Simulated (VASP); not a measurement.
# TaN (Fm-3m) in VASP: notebook, part 2 of 2

VASP 6.6.1.

## 4. Single point, LDA+U, collinear spin, typed start

File INCAR:

```
PREC = Accurate ; ENCUT = 520
EDIFF = 1E-6 ; ISMEAR = 0
SIGMA = 0.05 ; LREAL = False
LASPH = True ; NELM = 150
ALGO = Fast ; ISIF = 2
LWAVE = False ; LCHARG = True
ISPIN = 2 ; MAGMOM = 0.5 0.5 0 0
LORBIT = 11 ; NUPDOWN = 1.0
LMAXMIX = 4 ; LDAU = True
LDAUTYPE = 2 ; LDAUL = 2 -1
LDAUU = 7 0 ; LDAUJ = 0 0
LDAUPRINT = 1 ; GGA = CA
LELF = True ; LVHAR = True
NBANDS = 28
```

File KPOINTS:

```
Automatic mesh
0
Gamma
  7 7 7
```

File POSCAR:

```
TaN
1.0
    0.0000000000      2.1790013100      2.1790013100
    4.3580026200      2.1790013100      2.1790013100
    4.3580026200      4.3580026200      0.0000000000
Ta N
2 2
Direct
    0.5000000000      0.5000000000      0.0000000000
    0.5000000000      0.5000000000      0.5000000000
    0.0000000000      0.0000000000      0.0000000000
    0.0000000000      0.0000000000      0.5000000000
```

Potentials or basis: VASP PAW LDA potentials, release 64 (Ta_pv, N).

Command:

```bash
> cat potpaw_LDA.64/Ta_pv/POTCAR potpaw_LDA.64/N/POTCAR > POTCAR
> mpirun -np 1 vasp_std > vasp.out
```

OUTCAR:

```text
PREC = Accurate
   ENCUT = 520
   EDIFF = 1E-6
   ISMEAR = 0
   LREAL = False
   LASPH = True
   NELM = 150
   ISIF = 2
   ISPIN = 2
   LORBIT = 11
   NUPDOWN = 1.0
   GGA = CA

 ion  position               nearest neighbor table
   1  0.500  0.500  0.000-   4 2.18   3 2.18   4 2.18   3 2.18   4 2.18   4 2.18   2 3.08   2 3.08
                             2 3.08   2 3.08   2 3.08   2 3.08   2 3.08   2 3.08
   2  0.500  0.500  0.500-   3 2.18   3 2.18   4 2.18   4 2.18   3 2.18   3 2.18   1 3.08   1 3.08
                             1 3.08   1 3.08   1 3.08   1 3.08   1 3.08   1 3.08
   3  0.000  0.000  0.000-   2 2.18   1 2.18   2 2.18   1 2.18   2 2.18   2 2.18
   4  0.000  0.000  0.500-   1 2.18   1 2.18   2 2.18   2 2.18   1 2.18   1 2.18

  LATTYP: Found a simple tetragonal cell.
 ALAT       =     3.0815732050
 C/A-ratio  =     1.4142135624

  Lattice vectors:

 A1 = (   0.0000000000,  -2.1790013100,   2.1790013100)
 A2 = (   0.0000000000,  -2.1790013100,  -2.1790013100)
 A3 = (   4.3580026200,   0.0000000000,   0.0000000000)

Analysis of symmetry for initial positions (statically):
=====================================================================
 Subroutine PRICEL returns following result:

  LATTYP: Found a face centered cubic cell.
 ALAT       =     4.3580026200
[... 12 lines left out ...]
 Subroutine GETGRP returns: Found 16 space group operations
 (whereof 16 operations were pure point group operations)
 out of a pool of 16 trial point group operations.

The static configuration has the point symmetry D_4h.

Analysis of symmetry for dynamics (positions and initial velocities):
=====================================================================
 Subroutine PRICEL returns following result:

  LATTYP: Found a face centered cubic cell.
 ALAT       =     4.3580026200
[... 12 lines left out ...]
 Subroutine GETGRP returns: Found 16 space group operations
 (whereof 16 operations were pure point group operations)
 out of a pool of 16 trial point group operations.

The dynamic configuration has the point symmetry D_4h.

Analysis of structural, dynamic, and magnetic symmetry:
=====================================================================
 Subroutine PRICEL returns following result:

  LATTYP: Found a face centered cubic cell.
 ALAT       =     4.3580026200
[... 12 lines left out ...]
 Subroutine GETGRP returns: Found 16 space group operations
 (whereof 16 operations were pure point group operations)
 out of a pool of 16 trial point group operations.

The overall configuration has the point symmetry D_4h.

 Subroutine INISYM returns: Found 16 space group operations
 (whereof 16 operations are pure point group operations),
 and found     2 'primitive' translations

----------------------------------------------------------------------------------------

                                     Primitive cell

  volume of cell :      20.6920

  direct lattice vectors                    reciprocal lattice vectors
    -2.179001310  2.179001310 -0.000000000    -0.229462918  0.229462918 -0.229462918
[... 162 lines left out ...]
atom =   2  type =  1  l = 2

 onsite density matrix

spin component  1

  0.3160 -0.0000  0.0000 -0.0000  0.0000
 -0.0000  0.3174  0.0000  0.0000  0.0000
  0.0000  0.0000  0.1951 -0.0000 -0.0002
 -0.0000  0.0000 -0.0000  0.3160  0.0000
  0.0000  0.0000 -0.0002  0.0000  0.1954

spin component  2

  0.2017 -0.0000  0.0000 -0.0000  0.0000
 -0.0000  0.2167  0.0000  0.0000  0.0000
  0.0000  0.0000  0.1896 -0.0000 -0.0003
 -0.0000  0.0000 -0.0000  0.2017  0.0000
  0.0000  0.0000 -0.0003  0.0000  0.1899

 occupancies and eigenvectors

  o =  0.1894  v =  0.0000  0.0000  0.0000  0.0000  0.0000  0.0000  0.0000 -0.8660  0.0000 -0.5000      0.0000  0.0000  0.0000  0.0000  0.0000  0.0000  0.0000  0.0000  0.0000  0.0000
  o =  0.1901  v =  0.0000  0.0000  0.0000  0.0000  0.0000  0.0000  0.0000 -0.5000 -0.0000  0.8660      0.0000  0.0000  0.0000  0.0000  0.0000  0.0000  0.0000  0.0000  0.0000  0.0000
  o =  0.1950  v =  0.0000  0.0000 -0.8660 -0.0000 -0.5000  0.0000  0.0000  0.0000  0.0000  0.0000      0.0000  0.0000  0.0000  0.0000  0.0000  0.0000  0.0000  0.0000  0.0000  0.0000
  o =  0.1955  v =  0.0000 -0.0000 -0.5000 -0.0000  0.8660  0.0000  0.0000  0.0000  0.0000  0.0000      0.0000  0.0000  0.0000  0.0000  0.0000  0.0000  0.0000  0.0000  0.0000  0.0000
  o =  0.2017  v =  0.0000  0.0000  0.0000  0.0000  0.0000  0.0000 -0.0000  0.0000 -1.0000 -0.0000      0.0000  0.0000  0.0000  0.0000  0.0000  0.0000  0.0000  0.0000  0.0000  0.0000
  o =  0.2017  v =  0.0000  0.0000  0.0000  0.0000  0.0000  1.0000  0.0000  0.0000  0.0000  0.0000      0.0000  0.0000  0.0000  0.0000  0.0000  0.0000  0.0000  0.0000  0.0000  0.0000
  o =  0.2167  v =  0.0000  0.0000  0.0000  0.0000  0.0000  0.0000  1.0000  0.0000 -0.0000  0.0000      0.0000  0.0000  0.0000  0.0000  0.0000  0.0000  0.0000  0.0000  0.0000  0.0000
  o =  0.3160  v =  0.0000 -0.0000 -0.0000  1.0000 -0.0000  0.0000  0.0000  0.0000  0.0000  0.0000      0.0000  0.0000  0.0000  0.0000  0.0000  0.0000  0.0000  0.0000  0.0000  0.0000
  o =  0.3160  v =  1.0000  0.0000  0.0000  0.0000  0.0000  0.0000  0.0000  0.0000  0.0000  0.0000      0.0000  0.0000  0.0000  0.0000  0.0000  0.0000  0.0000  0.0000  0.0000  0.0000
  o =  0.3174  v =  0.0000 -1.0000  0.0000 -0.0000 -0.0000  0.0000  0.0000  0.0000  0.0000  0.0000      0.0000  0.0000  0.0000  0.0000  0.0000  0.0000  0.0000  0.0000  0.0000  0.0000

 number of electron      32.0000003 magnetization       1.0000000

 Free energy of the ion-electron system (eV)
  ---------------------------------------------------
  ext. energy  EPLUGINS =         0.00000000
  ---------------------------------------------------
  free energy    TOTEN  =       -35.21402931 eV

  energy without entropy =      -35.21082183  energy(sigma->0) =      -35.21242557

 E-fermi :  10.1425     XC(G=0): -13.8258

 val. band max:       11.0718329181   @ k =   0.4286   0.2857   0.2857
 cond. band min:      10.1624889865   @ k =   0.4286   0.2857   0.1429
 fundamental gap:     -0.9093439316
 Fermi energy:        11.0729839643

 spin component 1

 k-point     1 :       0.0000    0.0000    0.0000
  band No.  band energies     occupation
      1     -27.2286      1.00000
      2     -26.7307      1.00000
      3     -26.7307      1.00000
      4     -26.4407      1.00000
      5     -26.4215      1.00000
      6     -26.4215      1.00000
[... 1481 lines left out ...]
     27      20.4305      0.00000
     28      22.2037      0.00000

 [... further k-points ...]

------------------------ aborting loop because EDIFF is reached ----------------------------------------

  FORCE on cell =-STRESS in cart. coord.  units (eV):
  Direction    XX          YY          ZZ          XY          YZ          ZX
  --------------------------------------------------------------------------------------
  -------------------------------------------------------------------------------------
  Total        6.2990838      6.4322764      6.4322764     -0.0000000     -0.0000000      0.0000000
  in kB      243.8683840    249.0249245    249.0249245     -0.0000000     -0.0000000      0.0000000
  external PRESSURE =     247.3060776 kB  Pullay stress =       0.0000000 kB

 VOLUME and BASIS-vectors are now :
 -----------------------------------------------------------------------------
  energy-cutoff  :      520.00
  volume of cell :       41.38
      direct lattice vectors                 reciprocal lattice vectors
     0.000000000  2.179001310  2.179001310    -0.229462918  0.229462918  0.229462918
     4.358002620  2.179001310  2.179001310     0.229462918 -0.229462918  0.229462918
     4.358002620  4.358002620  0.000000000     0.000000000  0.229462918 -0.229462918

 POSITION                                       TOTAL-FORCE (eV/Angst)
 -----------------------------------------------------------------------------------
      2.17900      2.17900      2.17900         0.000000     -0.000000     -0.000000
      4.35800      4.35800      2.17900        -0.000000      0.000000     -0.000000
      0.00000      0.00000      0.00000        -0.000000      0.000000      0.000000
      2.17900      2.17900      0.00000         0.000000      0.000000      0.000000
 -----------------------------------------------------------------------------------
    total drift:                               -0.000000     -0.000000     -0.000000

  FREE ENERGIE OF THE ION-ELECTRON SYSTEM (eV)
  ---------------------------------------------------
  free  energy   TOTEN  =       -35.2140293141 eV

  energy  without entropy=      -35.2108218265  energy(sigma->0) =      -35.21242557

 total charge

# of ion       s       p       d       tot
------------------------------------------
    1        0.301   6.261   2.291   8.853
    2        0.301   6.261   2.291   8.853
    3        1.217   2.583   0.000   3.800
    4        1.217   2.583   0.000   3.800
--------------------------------------------------
tot          3.037  17.687   4.581  25.305

 magnetization (x)

# of ion       s       p       d       tot
------------------------------------------
    1        0.004   0.001   0.336   0.342
    2        0.004   0.001   0.336   0.342
    3        0.002   0.036   0.000   0.038
    4        0.002   0.036   0.000   0.038
--------------------------------------------------
tot          0.012   0.076   0.673   0.760
```

It took 90 s on 1 thread of Intel Xeon Platinum 8559C (Emerald Rapids), shared host; peak memory 0.22 GiB.

Results:

```yaml
Free_energy: -35.2140 eV
Pressure: 24.7 GPa
Net_moment: 1.00 μB per cell
Site_moments: Ta +0.34; N +0.04 μB
Valence_electrons_inside_the_program's_atomic_spheres: Ta 8.85; N 3.80
```

Stress tensor (GPa, compression positive):
```
24.39  0.00  0.00
 0.00 24.90  0.00
 0.00  0.00 24.90
```

Eigenvalues of the final occupation matrices:
```tsv
site	spin	trace	eigenvalues
site 1 d	1	1.34	0.19 0.20 0.32 0.32 0.32
site 1 d	2	1.00	0.19 0.19 0.20 0.20 0.22
site 2 d	1	1.34	0.19 0.20 0.32 0.32 0.32
site 2 d	2	1.00	0.19 0.19 0.20 0.20 0.22
```

Caveat: the total moment is fixed, so each spin has its own Fermi level. Spin-orbit coupling is left out, which matters for the levels of Ta.

## 5. The runs side by side

| spin | fixed moment (μB) | pressure (GPa) | moment (μB) |
| --- | --- | --- | --- |
| collinear, typed start | - | 22.8 | 0.00 |
| collinear, zero start | 0.0 | 22.8 | 0.00 |
| collinear, typed start | 1.0 | 24.7 | 1.00 |

Alike in all rows: task single point; level LDA+U; potentials or basis VASP PAW LDA potentials, release 64 (Ta_pv, N); Ta d U = 7.0 eV; cell as given; k mesh 7 × 7 × 7; cutoff (eV) 520; smearing gaussian 0.05 eV.

Caveats: the total moment is fixed, so each spin has its own Fermi level (some runs).

Absolute energies hang on the potentials; compare differences alone.
